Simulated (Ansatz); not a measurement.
CuAu in Ansatz: the effect of functional

CuAu:

```xyz
2
Lattice="2.8294 0.0000 0.0000 0.0000 2.8294 0.0000 0.0000 0.0000 3.7094" Properties=species:S:1:pos:R:3 pbc="T T T"
Au    0.0000    0.0000    0.0000
Cu    1.4147    1.4147    1.8547
```

The cell isn't the ideal one: volume scaled by 1.02.

Alike in all runs:

* Program: Ansatz 0.2.0
* Task: single point
* Potentials or basis: Ansatz PAW
* k mesh: 9 × 9 × 7
* Occupations: fermi-dirac, width 0.05 eV
* Spin: no spin polarisation

```csv
functional,cutoff,pressure (GPa)
LDA,420 eV (not typed: the program's choice for these potentials),-11.8
PBEsol,420 eV (not typed: the program's choice for these potentials),?
r2SCAN,500 eV (not typed: the program's choice for these potentials),-3.3
```

What does the run with functional PBEsol give?

Pressure -6.8 GPa.

Caveats: the PAW data sets come from PBE, with cores solved anew for the run's functional, which leaves a small shift of forces and pressure.

Runs at the PBE level aren't shown here.
